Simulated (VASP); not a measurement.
## PbSe (Clausthalite): relaxation of cell and atoms with r2SCAN

Crystal: PbSe (Clausthalite).

```
CELL_PARAMETERS angstrom
0.00000 3.08926 3.08926
3.08926 0.00000 3.08926
3.08926 3.08926 0.00000
ATOMIC_POSITIONS crystal
Pb 0.00000 0.00000 0.00000
Se 0.50000 0.50000 0.50000
```

```yaml
Program: VASP 6.6.1
Task: relaxation of cell and atoms
Functional: r2SCAN
Potentials_or_basis: VASP PAW PBE potentials, release 64 (Pb_d, Se)
Cutoff: 600 eV
k_mesh: 8 × 8 × 8
Occupations: gaussian, width 0.03 eV
Spin: no spin polarisation
Further_INCAR_settings: ALGO = Normal; EDIFF = 1e-07; IBRION = 2; EDIFFG = -0.005; NSW = 90; ISIF = 3
```

```yaml
Pressure_after_relaxing: 0.0 GPa
Band_gap_on_the_k_mesh: 0.67 eV, direct
```

Final structure:
```
CELL_PARAMETERS angstrom
0.00000 3.08926 3.08926
3.08926 0.00000 3.08926
3.08926 3.08926 0.00000
ATOMIC_POSITIONS crystal
Pb 0.00000 0.00000 0.00000
Se 0.50000 0.50000 0.50000
```

Levels at points of the mesh, in eV from the valence-band top:
```
           k point  band 6  band 7  band 8  band 9  band 10  band 11  band 12  band 13  band 14
(0.00, 0.00, 0.00)  -13.88   -6.38   -1.87   -1.87    -1.87     5.00     5.00     5.00     7.04
(0.50, 0.00, 0.00)  -12.85   -8.88   -1.47   -1.47     0.00     0.67     2.00     2.00     9.07
(0.50, 0.50, 0.00)  -12.49   -7.48   -4.89   -3.19    -3.19     4.16     5.91     5.91     6.37
```

It took 64 s on 1 thread of Intel(R) Xeon(R) 6975P-C (Granite Rapids), on a shared host, peak memory 0.23 GiB.

Caveat: the relaxation stopped at its first step, so nothing moved; the PAW data sets were made with another functional, which shifts forces and pressure a little; spin-orbit coupling is left out, which as a rule narrows the gap of such compounds by several tenths of an eV. A k mesh can miss the band edges.
